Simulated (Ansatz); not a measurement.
Relaxed AlSb (zinc blende):

```
CELL_PARAMETERS angstrom
      0.00000     3.08862     3.08862
      3.08862     0.00000     3.08862
      3.08862     3.08862     0.00000
ATOMIC_POSITIONS crystal
  Sb 0.75000 0.75000 0.75000
  Al 0.00000 0.00000 0.00000
```

Scan: atom 2 (Al, nearest neighbour Sb at 2.675 Å; its periodic images, 4.4 Å or more away, move with it) is displaced along Cartesian [111], direction (0.577, 0.577, 0.577) in Cartesian axes, by s. The other atoms stay.

All values below come from r2SCAN (plane waves to 500 eV, PAW, scalar-relativistic; Ansatz, a quantum-chemistry and plane-wave program). k mesh 11×11×11 (Γ-centred), Fermi-Dirac smearing 0.05 eV. E stands for the smeared free energy. AlSb was relaxed with its symmetry unable to fall. Spin-orbit coupling is left out, though Sb is heavy. The zero of ΔE is the undisplaced structure.

Successive frames, forces in eV/Å:

| frame | ΔE (meV/cell) | F on Sb1 | F on Al2 |
|---|---|---|---|
| s = -0.216 Å | 230 | (-1.350, -1.350, -1.350) | (1.350, 1.350, 1.350) |
| s = -0.162 Å | 123 | (-0.942, -0.942, -0.942) | (0.942, 0.942, 0.942) |
| s = -0.108 Å | 52 | (-0.583, -0.583, -0.583) | (0.583, 0.583, 0.583) |

Q: What are the energy and the forces in the next frame, s = -0.054 Å?

A: ΔE (meV/cell) = 12.

```tsv
atom	Fx	Fy	Fz
Sb1	-0.270	-0.270	-0.270
Al2	0.270	0.270	0.270
```

(For displaced atoms, the force is minus the slope of the energy, and its curvature is a force constant, which sets phonon frequencies.)
